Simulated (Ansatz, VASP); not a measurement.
# One calculation of AlN, two programs

```
Al N
1.0
     0.00000   -2.02217   -2.02217
     0.00000    2.02217   -2.02217
     4.04433    0.00000    0.00000
Al N
2 2
Direct
  0.52234 0.47766 0.00000
  0.97766 0.02234 0.50000
  0.49085 0.50915 0.50000
  0.00915 0.99085 0.00000
```

Change from the starting cell: mode 4 frozen in at -0.090 Å, equal normal strain along x, y and z +0.0083.

Alike in both runs: task single point; functional LDA; k mesh 8 × 8 × 6; occupations gaussian, width 0.05 eV; no spin polarisation.

```csv
,VASP,Ansatz
version,VASP 6.6.1,Ansatz 0.2.0
potentials or method,"VASP PAW LDA potentials, release 64 (Al, N)","scalar-relativistic, plane waves, PAW"
plane-wave cutoff (eV),520,520
valence electrons in the cell,16,16
```

|  | VASP | Ansatz | Ansatz less VASP |
| --- | --- | --- | --- |
| gap on the k mesh at the Fermi level (eV) | 4.40 | 4.41 | +0.012 |
| least direct gap on the mesh (eV) | 4.46 | 4.47 | +0.012 |
| pressure (GPa) | -5.3 | -5.8 | -0.54 |
| largest component of the traceless stress (GPa) | 1.22 | 1.21 | -0.013 |
| rms of the force components (eV/Å) | 0.401 | 0.397 | -0.0037 |

Atom by atom the forces differ by 0.008 eV/Å (rms over components).

A k mesh can miss the band edges.
